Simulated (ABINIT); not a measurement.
# Quasiparticle gap of CaO (Lime) in ABINIT, part 2 of 3

Aim: the G0W0 gap of CaO (Lime) on PBE, step by step.

ABINIT 10.8.3; PBE and many-body steps on it, plane waves. Known limits of the many-body steps: not at the basis limit; coarse k mesh.

So far. Step 2 (Ground state): The gap is indirect, with the least direct gap 0.37 eV higher.

## 3. Bands along the symmetry lines

Level of this step: DFT, PBE, plane waves, norm-conserving pseudopotentials (ABINIT).

The cheap functional maps the bands first; the places of the edges decide which points the dearer methods must see.

File run.abi:

```
acell 3*1.0 Angstrom
rprim 
  -0.000000000000 2.406500000000 2.406500000000
  2.406500000000 -0.000000000000 2.406500000000
  2.406500000000 2.406500000000 -0.000000000000
ntypat 2
znucl 20 8
natom 2
typat 1 2
xred 
  0.000000000000 0.000000000000 0.000000000000
  0.500000000000 0.500000000000 0.500000000000
pp_dirpath "pseudos"
pseudos "Ca.upf, O.upf"
ecut 36
iscf -2
irdden 1
kptopt 0
nkpt 50
kpt 
  0.00000000 0.00000000 0.00000000
  0.06250000 0.00000000 0.06250000
  0.12500000 0.00000000 0.12500000
  0.18750000 0.00000000 0.18750000
  0.25000000 0.00000000 0.25000000
  0.31250000 0.00000000 0.31250000
  0.37500000 0.00000000 0.37500000
  0.43750000 0.00000000 0.43750000
  0.50000000 0.00000000 0.50000000
  0.51562500 0.03125000 0.51562500
  0.53125000 0.06250000 0.53125000
  0.54687500 0.09375000 0.54687500
  0.56250000 0.12500000 0.56250000
  0.57812500 0.15625000 0.57812500
  0.59375000 0.18750000 0.59375000
  0.60937500 0.21875000 0.60937500
  0.62500000 0.25000000 0.62500000
  0.37500000 0.37500000 0.75000000
  0.32812500 0.32812500 0.65625000
  0.28125000 0.28125000 0.56250000
  0.23437500 0.23437500 0.46875000
  0.18750000 0.18750000 0.37500000
  0.14062500 0.14062500 0.28125000
  0.09375000 0.09375000 0.18750000
  0.04687500 0.04687500 0.09375000
  0.00000000 0.00000000 0.00000000
  0.06250000 0.06250000 0.06250000
  0.12500000 0.12500000 0.12500000
  0.18750000 0.18750000 0.18750000
  0.25000000 0.25000000 0.25000000
  0.31250000 0.31250000 0.31250000
  0.37500000 0.37500000 0.37500000
  0.43750000 0.43750000 0.43750000
  0.50000000 0.50000000 0.50000000
  0.50000000 0.46875000 0.53125000
  0.50000000 0.43750000 0.56250000
  0.50000000 0.40625000 0.59375000
  0.50000000 0.37500000 0.62500000
  0.50000000 0.34375000 0.65625000
  0.50000000 0.31250000 0.68750000
  0.50000000 0.28125000 0.71875000
  0.50000000 0.25000000 0.75000000
  0.50000000 0.21875000 0.71875000
  0.50000000 0.18750000 0.68750000
  0.50000000 0.15625000 0.65625000
  0.50000000 0.12500000 0.62500000
  0.50000000 0.09375000 0.59375000
  0.50000000 0.06250000 0.56250000
  0.50000000 0.03125000 0.53125000
  0.50000000 0.00000000 0.50000000
istwfk *1
nband 15
nbdbuf 2
tolwfr 1e-08
nstep 40
prtwf 0
prtvol 0
indata_prefix "in"
outdata_prefix "out"
tmpdata_prefix "tmp"
```

The run is started by

```console
OMP_NUM_THREADS=1 mpirun -n 8 abinit run.abi > log
```

Numbers of over 12 decimals in the logs are rounded to 6 here.

The log of the run:

```text
.Version 10.8.3 of ABINIT. v10.8.2 released Aug 2026.

 Symmetries : space group Fm -3 m (#225); Bravais cF (face-center cubic)
[... echo of the input left out ...]
== DATASET  1 ==================================================================
-   mpi_nproc: 8, omp_nthreads: 1 (-1 if OMP is not activated)

--- !DatasetInfo
iteration_state: {dtset: 1, }
dimensions: {natom: 2, nkpt: 50, mband: 15, nsppol: 1, nspinor: 1, nspden: 1, mpw: 1964, }
cutoff_energies: {ecut:  36.0, pawecutdg:  -1.0, }
electrons: {nelect:   1.60000000E+01, charge:   0.00000000E+00, occopt:   1.00000000E+00, tsmear:   1.00000000E-02, }

 Real(R)+Recip(G) space primitive vectors, cartesian coordinates (Bohr,Bohr^-1):
 R(1)=  0.0000000  4.5476259  4.5476259  G(1)= -0.1099475  0.1099475  0.1099475
 R(2)=  4.5476259  0.0000000  4.5476259  G(2)=  0.1099475 -0.1099475  0.1099475
 R(3)=  4.5476259  4.5476259  0.0000000  G(3)=  0.1099475  0.1099475 -0.1099475
 Unit cell volume ucvol=  1.8809801E+02 bohr^3
 Angles (23,13,12)=  6.00000000E+01  6.00000000E+01  6.00000000E+01 degrees

 getcut: wavevector=  0.0000  0.0000  0.0000  ngfft=  36  36  36
         ecut(hartree)=     36.000   => boxcut(ratio)=   2.07246

--- Pseudopotential description ------------------------------------------------
- Ca Generated using ONCVPSP code by D. R. Hamann
- 20.00000  10.00000  171031                  znucl, zion, pspdat
12 -101130 2 -1 1766                          pspcod,pspxc,lmax,lloc,mmax
     nproj     2     2     2
  pspatm : epsatm=   12.33471919
         --- l  ekb(1:nproj) -->
             0   10.063789    0.972391
             1    3.049878    0.471799
             2   -3.406671   -1.078890
 pspatm: atomic psp has been read  and splines computed

- O Generated using ONCVPSP code by D. R. Hamann
-  8.00000   6.00000  171031                  znucl, zion, pspdat
12 -101130 2 -1 936                           pspcod,pspxc,lmax,lloc,mmax
     nproj     2     2     1
  pspatm : epsatm=    6.19545534
         --- l  ekb(1:nproj) -->
[...]
2   -1.331955
 pspatm: atomic psp has been read  and splines computed

--------------------------------------------------------------------------------

================================================================================
 prteigrs : about to open file out_EIG
 Non-SCF case, kpt    1 (  0.00000  0.00000  0.00000), residuals and eigenvalues=
  1.62E-09  1.56E-09  5.40E-09  5.32E-09  1.82E-09  2.53E-09  3.79E-09  5.35E-09
  1.18E-09  3.88E-09  7.88E-09  5.10E-09  6.00E-09  7.83E-09  7.63E-09
 -1.1984E+00 -4.9133E-01 -4.9133E-01 -4.9133E-01 -3.8219E-01  1.8612E-01
  1.8612E-01  1.8612E-01  3.5937E-01  4.1497E-01  4.1497E-01  4.1497E-01
[...]
Non-SCF case, kpt    2 (  0.06250  0.00000  0.06250), residuals and eigenvalues=
  2.66E-09  4.09E-09  2.02E-09  5.11E-09  6.28E-09  2.51E-09  3.47E-09  6.62E-09
[...]
3.83E-09  5.53E-09  1.77E-09  3.07E-09  2.90E-09  2.90E-09  3.36E-09  3.11E-09
  1.40E-09  2.87E-09  7.71E-09  1.66E-09  3.06E-09  7.58E-09  4.54E-08
[...]
Non-SCF case, kpt   49 (  0.50000  0.03125  0.53125), residuals and eigenvalues=
[...]
Non-SCF case, kpt   50 (  0.50000  0.00000  0.50000), residuals and eigenvalues=
[...]
-1.1936E+00 -5.1294E-01 -4.9951E-01 -4.9951E-01 -3.7352E-01  1.3836E-01
  1.7235E-01  1.7235E-01  3.2070E-01  4.8094E-01  5.1203E-01  5.3511E-01
[...]
--- !ResultsGS
iteration_state: {dtset: 1, }
comment   : Summary of ground state results
lattice_vectors:
- [ -0.0000000,   4.5476259,   4.5476259, ]
- [  4.5476259,  -0.0000000,   4.5476259, ]
- [  4.5476259,   4.5476259,  -0.0000000, ]
lattice_lengths: [   6.43131,    6.43131,    6.43131, ]
lattice_angles: [ 60.000,  60.000,  60.000, ] # degrees, (23, 13, 12)
lattice_volume:   1.8809801E+02
convergence: {deltae:  0.000E+00, res2:  0.000E+00, residm:  9.931E-09, diffor:  0.000E+00, }
etotal    :  -5.53869081E+01
entropy   :   0.00000000E+00
fermie    :   1.86115127E-01
cartesian_stress_tensor: null
pressure_GPa: null
xred      :
- [  0.0000E+00,   0.0000E+00,   0.0000E+00, Ca]
- [  5.0000E-01,   5.0000E-01,   5.0000E-01,  O]
cartesian_forces: null
force_length_stats: {min: null, max: null, mean: null, }

 Integrated electronic density in atomic spheres:
 ------------------------------------------------
 Atom  Sphere_radius  Integrated_density
[...]
================================================================================

 ----iterations are completed or convergence reached----

 Mean square residual over all n,k,spin=   47.443E-10; max=  99.313E-10
 reduced coordinates (array xred) for    2 atoms
       0.000000000000      0.000000000000      0.000000000000
       0.500000000000      0.500000000000      0.500000000000

 cartesian coordinates (angstrom) at end:
    1      0.000000     0.000000     0.000000
    2      2.406500     2.406500     2.406500
 length scales=  1.889726125908  1.889726125908  1.889726125908 bohr
              =  1.000000000000  1.000000000000  1.000000000000 angstroms
 prteigrs : about to open file out_EIG
 Eigenvalues (hartree) for nkpt=  50  k points:
 kpt#   1, nband= 15, wtk=  1.00000, kpt=  0.0000  0.0000  0.0000 (reduced coord)
[...]
kpt#   2, nband= 15, wtk=  1.00000, kpt=  0.0625  0.0000  0.0625 (reduced coord)
[...]
kpt#   3, nband= 15, wtk=  1.00000, kpt=  0.1250  0.0000  0.1250 (reduced coord)
[...]
kpt#  49, nband= 15, wtk=  1.00000, kpt=  0.5000  0.0313  0.5313 (reduced coord)
  -1.19360   -0.51282   -0.49980   -0.49964   -0.37299    0.13846    0.17099    0.17154
   0.32280    0.48187    0.51324    0.53097    0.53512    0.60227    0.67945
 kpt#  50, nband= 15, wtk=  1.00000, kpt=  0.5000  0.0000  0.5000 (reduced coord)
  -1.19360   -0.51294   -0.49951   -0.49951   -0.37352    0.13836    0.17235    0.17235
   0.32070    0.48094    0.51203    0.53511    0.53511    0.59844    0.67927

== END DATASET(S) ==============================================================
================================================================================

 -outvars: echo values of variables after computation  --------
            nband          15
             nkpt          50
          spgroup         225
 [... the other variables as echoed above ...]

 Calculation completed.
```

It took 9.2 s on 8 MPI ranks of Arm Neoverse N1, shared host; peak memory 0.47 GiB.

This step gave:

- gap: 3.662 eV
- k of the valence top: 0, 0, 0
- k of the conduction bottom: 0.5, 0, 0.5
- least direct gap: 4.037 eV

The gap is 3.662 eV, as in the run before at this level.

The electronic bands at the labelled points (eV, zero at the top of the highest filled band; v1 is the highest filled band, c1 the lowest empty one):

| point | v4 | v3 | v2 | v1 | c1 | c2 | c3 | c4 |
| --- | --- | --- | --- | --- | --- | --- | --- | --- |
| Γ | -15.46 | 0.00 | 0.00 | 0.00 | 4.71 | 6.23 | 6.23 | 6.23 |
| halfway | -14.95 | -1.66 | -0.30 | -0.30 | 4.72 | 6.60 | 8.04 | 8.04 |
| X | -15.23 | -1.30 | -0.37 | -0.37 | 3.66 | 8.02 | 8.87 | 9.50 |
| halfway | -15.12 | -1.28 | -0.69 | -0.50 | 4.09 | 8.21 | 8.91 | 9.12 |
| U | -14.87 | -1.32 | -1.20 | -0.77 | 5.14 | 7.97 | 8.54 | 9.02 |
| jump to K | -14.87 | -1.32 | -1.20 | -0.77 | 5.14 | 7.97 | 8.54 | 9.02 |
| halfway | -14.71 | -1.79 | -0.92 | -0.55 | 6.10 | 7.02 | 7.20 | 8.02 |
| Γ | -15.46 | 0.00 | 0.00 | 0.00 | 4.71 | 6.23 | 6.23 | 6.23 |
| halfway | -14.82 | -1.52 | -0.65 | -0.65 | 6.25 | 6.84 | 7.17 | 7.17 |
| L | -14.30 | -2.61 | -1.18 | -1.18 | 7.03 | 8.33 | 8.33 | 8.49 |
| halfway | -14.58 | -2.03 | -1.11 | -1.04 | 6.74 | 6.82 | 8.73 | 8.91 |
| W | -14.86 | -1.27 | -1.05 | -1.05 | 6.31 | 6.31 | 8.36 | 9.50 |
| halfway | -15.04 | -1.25 | -0.84 | -0.66 | 4.49 | 8.25 | 8.28 | 9.38 |
| X | -15.23 | -1.30 | -0.37 | -0.37 | 3.66 | 8.02 | 8.87 | 9.50 |

The electronic bands as a text plot (rows in eV, shown from -8.0 to 7.7 only):

```
    7.4 |+   +  +++        +  +++++   ++    +++     ++      +
    6.7 |  ++ ++            ++  +++++    ++++++++++++++++  +
    6.1 |++  +             +  +++++++++++++++            +++
    5.4 |  +++            +        ++    ++                 +
    4.8 |++   ++         +           ++++                    +
    4.1 |       +++    ++                                     ++
    3.5 |          ++++                                         +
    2.8 |
    2.2 |
    1.5 |
    0.8 |
    0.2 |****                        ****
   -0.5 | *  **************   ********  *****                ****
   -1.1 |  ***     ****************        * ********************
   -1.8 |     *****        ******           ***       ***
   -2.4 |                                      *******
   -3.1 |
   -3.7 |
   -4.4 |
   -5.1 |
   -5.7 |
   -6.4 |
   -7.0 |
   -7.7 |
         Γ           X  U|K            Γ         L        W     X
```

## 4. Empty states on the mesh, 4×4×4 mesh, 144 bands

The sums over transitions need many empty states on a uniform mesh; this step solves for them.

File run.abi:

```
acell 3*1.0 Angstrom
rprim 
  -0.000000000000 2.406500000000 2.406500000000
  2.406500000000 -0.000000000000 2.406500000000
  2.406500000000 2.406500000000 -0.000000000000
ntypat 2
znucl 20 8
natom 2
typat 1 2
xred 
  0.000000000000 0.000000000000 0.000000000000
  0.500000000000 0.500000000000 0.500000000000
pp_dirpath "pseudos"
pseudos "Ca.upf, O.upf"
ecut 36
ngkpt 4 4 4
nshiftk 1
shiftk 0 0 0
kptopt 1
chksymbreak 0
irdden 1
istwfk *1
nband 144
prtvol 0
optdriver 6
gwr_task "HDIAGO"
paral_kgb 0
occopt 1
indata_prefix "in"
outdata_prefix "out"
tmpdata_prefix "tmp"
```

The log of the run:

```text
[banner, memory and clock lines left out]
.Version 10.8.3 of ABINIT. v10.8.2 released Aug 2026.

 Symmetries : space group Fm -3 m (#225); Bravais cF (face-center cubic)
[... echo of the input left out ...]
== DATASET  1 ==================================================================
-   mpi_nproc: 8, omp_nthreads: 1 (-1 if OMP is not activated)

--- !DatasetInfo
iteration_state: {dtset: 1, }
dimensions: {natom: 2, nkpt: 8, mband: 144, nsppol: 1, nspinor: 1, nspden: 1, mpw: 1964, }
cutoff_energies: {ecut:  36.0, pawecutdg:  -1.0, }
electrons: {nelect:   1.60000000E+01, charge:   0.00000000E+00, occopt:   1.00000000E+00, tsmear:   1.00000000E-02, }

.Using double precision arithmetic; gwpc =  8

- Reading GS density from: in_DEN

--- Pseudopotential description ------------------------------------------------
- Ca Generated using ONCVPSP code by D. R. Hamann
- 20.00000  10.00000  171031                  znucl, zion, pspdat
12 -101130 2 -1 1766                          pspcod,pspxc,lmax,lloc,mmax
     nproj     2     2     2
  pspatm : epsatm=   12.33471919
         --- l  ekb(1:nproj) -->
             0   10.063789    0.972391
             1    3.049878    0.471799
             2   -3.406671   -1.078890
 pspatm: atomic psp has been read  and splines computed

- O Generated using ONCVPSP code by D. R. Hamann
-  8.00000   6.00000  171031                  znucl, zion, pspdat
12 -101130 2 -1 936                           pspcod,pspxc,lmax,lloc,mmax
     nproj     2     2     1
  pspatm : epsatm=    6.19545534
         --- l  ekb(1:nproj) -->
             0    6.056735    0.824024
             1   -4.717130   -1.149271
             2   -1.331955
 pspatm: atomic psp has been read  and splines computed

   2.96482793E+02                                ecore*ucvol(ha*bohr**3)

 Total charge density [el/Bohr^3]
)     Maximum=    9.2154E-01  at reduced coord.    0.4444    0.5556    0.5556
)     Minimum=    5.1365E-03  at reduced coord.    0.2500    0.2500    0.2500
   Integrated=    1.6000E+01

 === KS gaps after direct diagonalization ===
 Indirect band gap semiconductor
 Fundamental gap:     3.662 (eV)
   VBM:     5.064 (eV) at k: [ 0.0000E+00,  0.0000E+00,  0.0000E+00]
   CBM:     8.727 (eV) at k: [ 5.0000E-01,  5.0000E-01,  0.0000E+00]
 Direct gap:         4.037 (eV) at k: [ 5.0000E-01,  5.0000E-01,  0.0000E+00]

== END DATASET(S) ==============================================================

 -outvars: echo values of variables after computation  --------
           etotal      0.0000000000E+00
            nband         144
             nkpt           8
          spgroup         225
 [... the other variables as echoed above ...]

 Calculation completed.
```

Elapsed: 21 s, on 8 MPI ranks; peak memory 2.1 GiB.

This step gave:

| Quantity | Value |
| --- | --- |
| gap | 3.662 eV |
| k of the valence top | 0, 0, 0 |
| k of the conduction bottom | 0.5, 0.5, 0 |
| least direct gap | 4.037 eV |
| k points computed | 8 |
| lowest point of the top converged band, above the valence top | 144.0840 eV |

On this mesh the gap is 3.662 eV.

## 5. Screening, 4×4×4 mesh, 136 bands, screening to 217.7 eV

The RPA dielectric matrix is built and inverted for each q.

This step: RPA screening on PBE, plane waves, norm-conserving pseudopotentials.

run.abi, as its differences from that of step 4:

```diff
@@ -20,10 +20,11 @@
 chksymbreak 0
-irdden 1
 istwfk *1
-nband 144
-prtvol 0
-optdriver 6
-gwr_task "HDIAGO"
-paral_kgb 0
 occopt 1
+irdwfk 1
+optdriver 3
+nband 136
+ecuteps 8
+inclvkb 2
+awtr 1
+symchi 1
 indata_prefix "in"
```

The log of the run:

```text
.Version 10.8.3 of ABINIT. v10.8.2 released Aug 2026.

 Symmetries : space group Fm -3 m (#225); Bravais cF (face-center cubic)
[... echo of the input left out ...]
== DATASET  1 ==================================================================
-   mpi_nproc: 8, omp_nthreads: 1 (-1 if OMP is not activated)

--- !DatasetInfo
iteration_state: {dtset: 1, }
dimensions: {natom: 2, nkpt: 8, mband: 136, nsppol: 1, nspinor: 1, nspden: 1, mpw: 1964, }
cutoff_energies: {ecut:  36.0, pawecutdg:  -1.0, }
electrons: {nelect:   1.60000000E+01, charge:   0.00000000E+00, occopt:   1.00000000E+00, tsmear:   1.00000000E-02, }

 SCREENING: Calculation of the susceptibility and dielectric matrices

 Based on a program developped by R.W. Godby, V. Olevano, G. Onida, and L. Reining.
 Incorporated in ABINIT by V. Olevano, G.-M. Rignanese, and M. Torrent.
.Using double precision arithmetic ; gwpc =  8

[... cell and pseudopotentials left out ...]
--------------------------------------------------------------------------------

 ==== K-mesh for the wavefunctions ====
 Number of points in the irreducible wedge :     8
[... list of points left out ...]
 Together with 48 symmetry operations and time-reversal symmetry
 yields    64 points in the full Brillouin Zone.

 ==== Q-mesh for the screening function ====
 Number of points in the irreducible wedge :     8
[... list of points left out ...]
 Together with 48 symmetry operations and time-reversal symmetry
 yields    64 points in the full Brillouin Zone.

 setmesh: FFT mesh size selected  =    25x   25x   25
          total number of points  =        15625

 vcoul_init : cutoff-mode = AUXILIARY_FUNCTION
 q-points for optical limit:   1
     1)      0.000010    0.000020    0.000030

- screening: taking advantage of time-reversal symmetry
- Maximum band index for partially occupied states nbvw = 8
- Remaining bands to be divided among processors   nbcw = 128
- Number of bands treated by each node ~16

 Number of electrons calculated from density =   16.0000; Expected =   16.0000
 average of density, n =  0.085062
 r_s =    1.4106
 omega_plasma =   28.1335 [eV]

 calculating chi0 at frequencies [eV] :
  1    0.000000E+00    0.000000E+00
  2    0.000000E+00    2.813348E+01

--------------------------------------------------------------------------------
  q-point number  1        q = ( 0.000000, 0.000000, 0.000000) [r.l.u.]
--------------------------------------------------------------------------------
[... chi0 elements left out ...]
 For q-point:  0.000010 0.000020 0.000030
  dielectric constant =   3.6694
  dielectric constant without local fields =   4.0274

  Average fulfillment of the sum rule on Im[epsilon] for q-point    1 :     79.47  [%]
[... wings left out ...]
  q-point number  2        q = ( 0.250000, 0.000000, 0.000000) [r.l.u.]
--------------------------------------------------------------------------------
[... chi0 elements left out ...]
  Average fulfillment of the sum rule on Im[epsilon] for q-point    2 :     84.96  [%]

 [... 6 further q-points ...]
```

Wall time 32 s (8 MPI ranks); peak memory 1 GiB.

This step gave:

| Quantity | Value |
| --- | --- |
| ε∞ with local fields, on this mesh, along the program's q direction | 3.669 |
| the same without local fields | 4.027 |
| plasma frequency | 28.13 eV |
| plane waves in the screening matrix | 181 |

Local fields lower ε∞ by 9 %. On a Γ-centred mesh this coarse the value itself is usually too large, while a short band sum pulls it down.

(Part 2 of 3 ends here.)

[Paths, hosts, dates, memory and timing lines, banners, echoed tables and standing remarks are left out of the program output.]

[Logs are printed without paths, hosts, clocks, repeated set-up lines and the standing remarks that a program may print on its own settings, such as how far it seeks lower states.]

[Runs of the session that timed out or met a known fault of the program may be left out.]

[Hosts, paths, dates, database ids (printed as entryN), source tags and the programs' standing remarks are cut or masked in the printed files.]

[G0W0 gaps are taken among the corrected bands and points alone; a level outside them can change the order at an edge.]

[Where Ansatz stands beside ABINIT at settings called matched, ABINIT's density can come from a denser mesh and the files from another edition; pairs whose starting gaps differed by over 0.03 eV were left out, so agreement reads better than it is.]
